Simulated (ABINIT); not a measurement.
Planning a run of ABINIT 10.8.3 on SiC (P6_3mc). The input:

```
acell 3*1.0 Angstrom
rprim 
  3.073513928196 0.000000000001 0.000000000000
  -1.536756964099 2.661741140703 0.000000000000
  0.000000000000 0.000000000000 5.045247710000
ntypat 2
znucl 14 6
natom 4
typat 1 1 2 2
xred 
  0.333333333333 0.666666666667 0.499602400000
  0.666666666667 0.333333333333 0.999602400000
  0.333333333333 0.666666666667 0.875397600000
  0.666666666667 0.333333333333 0.375397600000
pp_dirpath "pseudos"
pseudos "Si.upf, C.upf"
ecut 37
ngkpt 6 6 4
nshiftk 1
shiftk 0 0 0
kptopt 1
chksymbreak 0
istwfk *1
occopt 1
irdwfk 1
optdriver 4
nband 75
gwcalctyp 28
ecutsigx 37
symsigma 0
nkptgw 21
kptgw 
  0.0000000000 0.0000000000 0.0000000000
  0.1666666667 0.0000000000 0.0000000000
  0.3333333333 0.0000000000 0.0000000000
  0.5000000000 0.0000000000 0.0000000000
  0.1666666667 0.1666666667 0.0000000000
  0.3333333333 0.1666666667 0.0000000000
  0.3333333333 0.3333333333 0.0000000000
  0.0000000000 0.0000000000 0.2500000000
  0.1666666667 0.0000000000 0.2500000000
  0.3333333333 0.0000000000 0.2500000000
  0.5000000000 0.0000000000 0.2500000000
  0.1666666667 0.1666666667 0.2500000000
  0.3333333333 0.1666666667 0.2500000000
  0.3333333333 0.3333333333 0.2500000000
  0.0000000000 0.0000000000 0.5000000000
  0.1666666667 0.0000000000 0.5000000000
  0.3333333333 0.0000000000 0.5000000000
  0.5000000000 0.0000000000 0.5000000000
  0.1666666667 0.1666666667 0.5000000000
  0.3333333333 0.1666666667 0.5000000000
  0.3333333333 0.3333333333 0.5000000000
bdgw 
  1 22
  1 22
  1 22
  1 22
  1 22
  1 22
  1 22
  1 22
  1 22
  1 22
  1 22
  1 22
  1 22
  1 22
  1 22
  1 22
  1 22
  1 22
  1 22
  1 22
  1 22
ecuteps 5
irdscr 1
ppmodel 1
irdqps 1
indata_prefix "in"
outdata_prefix "out"
tmpdata_prefix "tmp"
```

```sh
OMP_NUM_THREADS=1 mpirun -n 8 abinit run.abi > log
```

Q: How long will it take on 8 MPI ranks of Arm Neoverse V2, shared host, and how much memory?

It took 4 min; on shared hardware allow 2 min to 8 min. Peak host memory was 4.0 GiB.

[Paths, hosts, dates, memory and timing lines, banners, echoed tables and standing remarks are left out of the program output.]

[Logs are printed without paths, hosts, clocks, repeated set-up lines and the standing remarks that a program may print on its own settings, such as how far it seeks lower states.]

[Runs of the session that timed out or met a known fault of the program may be left out.]

[Hosts, paths, dates, database ids (printed as entryN), source tags and the programs' standing remarks are cut or masked in the printed files.]

[G0W0 gaps are taken among the corrected bands and points alone; a level outside them can change the order at an edge.]

[Where Ansatz stands beside ABINIT at settings called matched, ABINIT's density can come from a denser mesh and the files from another edition; pairs whose starting gaps differed by over 0.03 eV were left out, so agreement reads better than it is.]
